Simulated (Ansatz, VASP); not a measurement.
## One calculation of Ge, two programs

```xyz
1
Lattice="2.1747 0.0000 0.0000 -1.0873 1.8833 0.0000 0.0000 0.0000 2.0357" Properties=species:S:1:pos:R:3 pbc="T T T"
Ge    0.0000    0.0000    0.0000
```

Change from the starting cell: volume scaled by 0.43, PAW files.

Alike in both runs: task single point; functional PBE; k mesh 17 × 17 × 15; occupations fermi-dirac, width 0.1 eV; no spin polarisation.

|  | VASP | Ansatz |
| --- | --- | --- |
| version | VASP 6.6.1 | Ansatz 0.2.0 |
| potentials or method | VASP PAW PBE potentials, release 64 (Ge_d) | PAW with Ansatz's default frozen-core files, scalar-relativistic |
| plane-wave cutoff (eV) | 520 | 420 |
| valence electrons in the cell | 14 | 14 |

```csv
,VASP,Ansatz,Ansatz less VASP
pressure (GPa),392.4,389.4,-2.94
largest component of the traceless stress (GPa),1.82,0.49,-1.336
```

With one functional, cell and mesh, what is left measures potentials, basis and numerics.

Caveats: the cell as given lies far from equilibrium; so large a pressure means that the cell lies far from this level's equilibrium, or that cutoff or potentials fall short (VASP).
